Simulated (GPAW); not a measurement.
# Al (P6_3/mmc) in GPAW: notebook

One crystal, Al, is run at these levels: PBEsol, PBEsol+D3, PBEsol+D3(BJ), PBEsol+D3(BJ)+ATM, PBEsol+D4; tasks: relaxation of cell and atoms.

Everything below comes from runs of GPAW 26.7.0. Logs are shortened: lines on timing, memory, paths and dates and some standing lists are left out, and cuts for length are marked. The log counts tension as positive stress, the text compression.

**1. The structure**

Symmetry: P6_3/mmc, No. 194, hexagonal system. Conventional cell: a = 2.827 Å, b = 2.827 Å, c = 9.186 Å, α = 90.00°, β = 90.00°, γ = 120.00°. Around Al (site symmetry -6m2) lie 12 Al at 2.82 to 2.83 Å. Al (site symmetry -3m) is surrounded by 12 Al at 2.82 to 2.83 Å.

This isn't the form of Al at room conditions, which is fcc.

**2. Relaxation of cell and atoms, PBEsol**

Contents of run.py:

```python
from ase import Atoms
from ase.filters import FrechetCellFilter
from ase.io import write
from ase.optimize import BFGS
from gpaw import GPAW, PW, setup_paths

setup_paths.insert(0, '.')

atoms = Atoms(['Al', 'Al', 'Al', 'Al'],
              cell=[[2.8270770242, 0.0, 0.0],
                    [-1.4135385121, 2.4483205214, 0.0],
                    [0.0, 0.0, 9.18599307]],
              scaled_positions=[[0.6666666667, 0.3333333333, 0.75],
                                [0.0, 0.0, 0.5],
                                [0.3333333333, 0.6666666667, 0.25],
                                [0.0, 0.0, 0.0]],
              pbc=True)

calc = GPAW(mode=PW(600),
            xc='PBEsol',
            kpts={'size': (9, 9, 3), 'gamma': True},
            occupations={'name': 'fermi-dirac', 'width': 0.05},
            nbands=16,
            convergence={'density': 1e-05, 'forces': 0.0001},
            maxiter=150,
            txt='gpaw.txt')
atoms.calc = calc
opt = BFGS(FrechetCellFilter(atoms), trajectory='relax.traj', logfile='-')
done = opt.run(fmax=0.02, steps=60)
calc.write('gs.gpw')
write('result.traj', atoms)
print('Converged:', done)
print('Cell:', atoms.cell.cellpar().round(4))
print('Volume:', round(atoms.get_volume(), 4))
print(atoms.get_scaled_positions().round(5))
```

Potentials or basis: PAW data sets generated in the run's folder for this functional, pw.

Run with:

```bash
> gpaw-setup -f PBEsol Al
> OMP_NUM_THREADS=1 python run.py
```

gpaw.txt:

```text
__  _  _
 | _ |_)|_||  |
 |__||  | ||/\| - 26.7.0

Input parameters:
  mode=PW(ecut=600.0),
  convergence={'density': 1e-05, 'forces': 0.0001},
  kpts=MonkhorstPack(size=(9, 9, 3), gamma=True),
  maxiter=150,
  nbands=16,
  occupations=Occupations(name='fermi-dirac', width=0.05),
  xc=XC(name='PBEsol')

Diagonalizing LCAO Hamiltonian
Converting LCAO to pw mode

           Al

       Al

        Al

       Al

Atoms  # Å, Bohr magnetons
|   | symbol |         x |        y |        z |    initial magnetic moments |
|---|--------|-----------|----------|----------|-----------------------------|
| 0 |     Al |  1.413539 | 0.816107 | 6.889495 | ( 0.0000,  0.0000,  0.0000) |
| 1 |     Al |  0.000000 | 0.000000 | 4.592997 | ( 0.0000,  0.0000,  0.0000) |
| 2 |     Al | -0.000000 | 1.632214 | 2.296498 | ( 0.0000,  0.0000,  0.0000) |
| 3 |     Al |  0.000000 | 0.000000 | 0.000000 | ( 0.0000,  0.0000,  0.0000) |

Unit cell  # Å
| periodic |         x |        y |        z |  lengths |     angles |
|----------|-----------|----------|----------|----------|------------|
|      yes |  2.827077 | 0.000000 | 0.000000 | 2.827077 |  90.000000 |
|      yes | -1.413539 | 2.448321 | 0.000000 | 2.827077 |  90.000000 |
|      yes |  0.000000 | 0.000000 | 9.185993 | 9.185993 | 120.000000 |

Number of symmetries: 12
Symmetry operations  # r_c * U_cc + t_c -> r_c
|    | kind |            matrix            |
|----|------|------------------------------|
|  0 |  σ   |  1, 1, 0,  0,-1, 0,  0, 0, 1 |
|  1 |  S6  |  1, 1, 0, -1, 0, 0,  0, 0,-1 |
|  2 |  E   |  1, 0, 0,  0, 1, 0,  0, 0, 1 |
|  3 |  C2  |  1, 0, 0, -1,-1, 0,  0, 0,-1 |
|  4 |  C2  |  0, 1, 0,  1, 0, 0,  0, 0,-1 |
|  5 |  C3  |  0, 1, 0, -1,-1, 0,  0, 0, 1 |
|  6 |  S6  |  0,-1, 0,  1, 1, 0,  0, 0,-1 |
|  7 |  σ   |  0,-1, 0, -1, 0, 0,  0, 0, 1 |
|  8 |  σ   | -1, 0, 0,  1, 1, 0,  0, 0, 1 |
|  9 |  i   | -1, 0, 0,  0,-1, 0,  0, 0,-1 |
| 10 |  C3  | -1,-1, 0,  1, 0, 0,  0, 0, 1 |
| 11 |  C2  | -1,-1, 0,  0, 1, 0,  0, 0,-1 |
[... 147 lines left out ...]
|          3 |         2.747 |     2.000 |
|          4 |         3.101 |     2.000 |
|          5 |        11.073 |     0.000 |
|          6 |        11.086 |     0.000 |
|          7 |        18.334 |     0.000 |
|          8 |        18.334 |     0.000 |
|          9 |        18.495 |     0.000 |
|         10 |        18.496 |     0.000 |
|         11 |        19.457 |     0.000 |
|         12 |        20.104 |     0.000 |
|        ... |               |           |
|         15 |        20.406 |     0.000 |

No gap
No difference between direct/indirect transitions

Stress tensor  # eV/Ang^3
|         x |         y |         z |
|-----------|-----------|-----------|
| -0.003522 | -0.000000 |  0.000000 |
| -0.000000 | -0.003522 | -0.000000 |
|  0.000000 | -0.000000 | -0.026201 |

Forces  # eV/Ang
|        x |        y |        z |
|----------|----------|----------|
| -0.00000 | -0.00000 |  0.00000 |  # Al   0
|  0.00000 |  0.00000 |  0.00000 |  # Al   1
|  0.00000 |  0.00000 | -0.00000 |  # Al   2
|  0.00000 |  0.00000 |  0.00000 |  # Al   3
[... 7 lines left out ...]
        Al

       Al

Atoms  # Å, Bohr magnetons
|   | symbol |         x |        y |        z |    initial magnetic moments |
|---|--------|-----------|----------|----------|-----------------------------|
| 0 |     Al |  1.413821 | 0.816270 | 6.899750 | ( 0.0000,  0.0000,  0.0000) |
| 1 |     Al | -0.000000 | 0.000000 | 4.599833 | ( 0.0000,  0.0000,  0.0000) |
| 2 |     Al | -0.000000 | 1.632540 | 2.299917 | ( 0.0000,  0.0000,  0.0000) |
| 3 |     Al |  0.000000 | 0.000000 | 0.000000 | ( 0.0000,  0.0000,  0.0000) |

Unit cell  # Å
| periodic |         x |        y |        z |  lengths |     angles |
|----------|-----------|----------|----------|----------|------------|
|      yes |  2.827642 | 0.000000 | 0.000000 | 2.827642 |  90.000000 |
|      yes | -1.413821 | 2.448810 | 0.000000 | 2.827642 |  90.000000 |
|      yes | -0.000000 | 0.000000 | 9.199667 | 9.199667 | 120.000000 |

Number of symmetries: 12
[... 54 lines left out ...]
| 1 |     Al | -0.000000 | 0.000000 |  4.688946 | ( 0.0000,  0.0000,  0.0000) |
| 2 |     Al | -0.000000 | 1.635880 |  2.344473 | ( 0.0000,  0.0000,  0.0000) |
| 3 |     Al | -0.000000 | 0.000000 | -0.000000 | ( 0.0000,  0.0000,  0.0000) |

Unit cell  # Å
| periodic |         x |         y |        z |  lengths |     angles |
|----------|-----------|-----------|----------|----------|------------|
|      yes |  2.833427 | -0.000000 | 0.000000 | 2.833427 |  90.000000 |
|      yes | -1.416713 |  2.453819 | 0.000000 | 2.833427 |  90.000000 |
|      yes | -0.000000 |  0.000000 | 9.377892 | 9.377892 | 120.000000 |

Number of symmetries: 12
Symmetry operations  # r_c * U_cc + t_c -> r_c
|    | kind |            matrix            |
|----|------|------------------------------|
|  0 |  σ   |  1, 1, 0,  0,-1, 0,  0, 0, 1 |
|  1 |  S6  |  1, 1, 0, -1, 0, 0,  0, 0,-1 |
|  2 |  E   |  1, 0, 0,  0, 1, 0,  0, 0, 1 |
|  3 |  C2  |  1, 0, 0, -1,-1, 0,  0, 0,-1 |
|  4 |  C2  |  0, 1, 0,  1, 0, 0,  0, 0,-1 |
|  5 |  C3  |  0, 1, 0, -1,-1, 0,  0, 0, 1 |
|  6 |  S6  |  0,-1, 0,  1, 1, 0,  0, 0,-1 |
|  7 |  σ   |  0,-1, 0, -1, 0, 0,  0, 0, 1 |
|  8 |  σ   | -1, 0, 0,  1, 1, 0,  0, 0, 1 |
|  9 |  i   | -1, 0, 0,  0,-1, 0,  0, 0,-1 |
| 10 |  C3  | -1,-1, 0,  1, 0, 0,  0, 0, 1 |
| 11 |  C2  | -1,-1, 0,  0, 1, 0,  0, 0,-1 |
[... 187 lines left out ...]
Atoms  # Å, Bohr magnetons
|   | symbol |         x |        y |         z |    initial magnetic moments |
|---|--------|-----------|----------|-----------|-----------------------------|
| 0 |     Al |  1.416381 | 0.817748 |  7.032597 | ( 0.0000,  0.0000,  0.0000) |
| 1 |     Al | -0.000000 | 0.000000 |  4.688398 | ( 0.0000,  0.0000,  0.0000) |
| 2 |     Al | -0.000000 | 1.635496 |  2.344199 | ( 0.0000,  0.0000,  0.0000) |
| 3 |     Al | -0.000000 | 0.000000 | -0.000000 | ( 0.0000,  0.0000,  0.0000) |

Unit cell  # Å
| periodic |         x |         y |        z |  lengths |     angles |
|----------|-----------|-----------|----------|----------|------------|
|      yes |  2.832762 | -0.000000 | 0.000000 | 2.832762 |  90.000000 |
|      yes | -1.416381 |  2.453244 | 0.000000 | 2.832762 |  90.000000 |
|      yes | -0.000000 |  0.000000 | 9.376796 | 9.376796 | 120.000000 |

Number of symmetries: 12
Symmetry operations  # r_c * U_cc + t_c -> r_c
|    | kind |            matrix            |
|----|------|------------------------------|
|  0 |  σ   |  1, 1, 0,  0,-1, 0,  0, 0, 1 |
|  1 |  S6  |  1, 1, 0, -1, 0, 0,  0, 0,-1 |
|  2 |  E   |  1, 0, 0,  0, 1, 0,  0, 0, 1 |
|  3 |  C2  |  1, 0, 0, -1,-1, 0,  0, 0,-1 |
|  4 |  C2  |  0, 1, 0,  1, 0, 0,  0, 0,-1 |
|  5 |  C3  |  0, 1, 0, -1,-1, 0,  0, 0, 1 |
|  6 |  S6  |  0,-1, 0,  1, 1, 0,  0, 0,-1 |
|  7 |  σ   |  0,-1, 0, -1, 0, 0,  0, 0, 1 |
|  8 |  σ   | -1, 0, 0,  1, 1, 0,  0, 0, 1 |
|  9 |  i   | -1, 0, 0,  0,-1, 0,  0, 0,-1 |
| 10 |  C3  | -1,-1, 0,  1, 0, 0,  0, 0, 1 |
| 11 |  C2  | -1,-1, 0,  0, 1, 0,  0, 0,-1 |
[... 185 lines left out ...]
Atoms  # Å, Bohr magnetons
|   | symbol |         x |        y |         z |    initial magnetic moments |
|---|--------|-----------|----------|-----------|-----------------------------|
| 0 |     Al |  1.414132 | 0.816449 |  7.035417 | ( 0.0000,  0.0000,  0.0000) |
| 1 |     Al | -0.000000 | 0.000000 |  4.690278 | ( 0.0000,  0.0000,  0.0000) |
| 2 |     Al | -0.000000 | 1.632899 |  2.345139 | ( 0.0000,  0.0000,  0.0000) |
| 3 |     Al | -0.000000 | 0.000000 | -0.000000 | ( 0.0000,  0.0000,  0.0000) |

Unit cell  # Å
| periodic |         x |        y |         z |  lengths |     angles |
|----------|-----------|----------|-----------|----------|------------|
|      yes |  2.828264 | 0.000000 | -0.000000 | 2.828264 |  90.000000 |
|      yes | -1.414132 | 2.449348 |  0.000000 | 2.828264 |  90.000000 |
|      yes | -0.000000 | 0.000000 |  9.380555 | 9.380555 | 120.000000 |

Number of symmetries: 12
Symmetry operations  # r_c * U_cc + t_c -> r_c
|    | kind |            matrix            |
|----|------|------------------------------|
|  0 |  σ   |  1, 1, 0,  0,-1, 0,  0, 0, 1 |
|  1 |  S6  |  1, 1, 0, -1, 0, 0,  0, 0,-1 |
|  2 |  E   |  1, 0, 0,  0, 1, 0,  0, 0, 1 |
|  3 |  C2  |  1, 0, 0, -1,-1, 0,  0, 0,-1 |
|  4 |  C2  |  0, 1, 0,  1, 0, 0,  0, 0,-1 |
|  5 |  C3  |  0, 1, 0, -1,-1, 0,  0, 0, 1 |
|  6 |  S6  |  0,-1, 0,  1, 1, 0,  0, 0,-1 |
|  7 |  σ   |  0,-1, 0, -1, 0, 0,  0, 0, 1 |
|  8 |  σ   | -1, 0, 0,  1, 1, 0,  0, 0, 1 |
|  9 |  i   | -1, 0, 0,  0,-1, 0,  0, 0,-1 |
| 10 |  C3  | -1,-1, 0,  1, 0, 0,  0, 0, 1 |
| 11 |  C2  | -1,-1, 0,  0, 1, 0,  0, 0,-1 |
[... 168 lines left out ...]
Forces  # eV/Ang
|        x |        y |        z |
|----------|----------|----------|
| -0.00000 | -0.00000 |  0.00000 |  # Al   0
|  0.00000 |  0.00000 |  0.00000 |  # Al   1
|  0.00000 |  0.00000 | -0.00000 |  # Al   2
|  0.00000 |  0.00000 |  0.00000 |  # Al   3

# Writing to gs.gpw (mode='')
```

It took 59 s on 1 thread of Intel Xeon Platinum 8488C (Sapphire Rapids), shared host; peak memory 0.23 GiB.

Results:

```
Free energy                            : -16.2925 eV
Relaxed volume                         : 16.25 Å³/atom
Relaxed cell                           : a = 2.828 Å, b = 2.828 Å, c = 9.381 Å, α = 90.00°, β = 90.00°, γ = 120.00°
Space group after relaxing (to 0.05 Å) : P6_3/mmc (No. 194)
Energy gained by relaxing              : 5.0 meV/atom
Ionic steps                            : 6
Pressure after relaxing                : 0.0 GPa
Band gap on the k mesh                 : none (metal or under the smearing width)
```

The path:
```
step  energy change (eV)  largest force (eV/Å)  pressure (GPa)  volume (Å³)
   1              0.0000                0.0000            1.78        63.58
   2             -0.0025                0.0000            1.61        63.70
   3             -0.0193                0.0000           -0.49        65.39
   4             -0.0194                0.0000           -0.26        65.20
   5             -0.0195                0.0000           -0.22        65.16
   6             -0.0199                0.0000            0.02        64.98
```

Final structure:
```
Al
1.0
     2.82826    0.00000    0.00000
    -1.41413    2.44935    0.00000
     0.00000    0.00000    9.38056
Al
4
Cartesian
  1.4141 0.8164 7.0354
  0.0000 0.0000 4.6903
  0.0000 1.6329 2.3451
  0.0000 0.0000 0.0000
```

Levels at points of the mesh, in eV from the Fermi level:
```tsv
k point	band 2	band 3	band 4	band 5	band 6	band 7	band 8	band 9	band 10	band 11
(0.00, 0.00, 0.00)	-9.49	-9.49	-4.66	-4.51	3.26	3.27	11.10	11.10	11.26	11.26
```

Caveat: later steps reuse the first step's grids.

(Continued in part 2 of 2.)
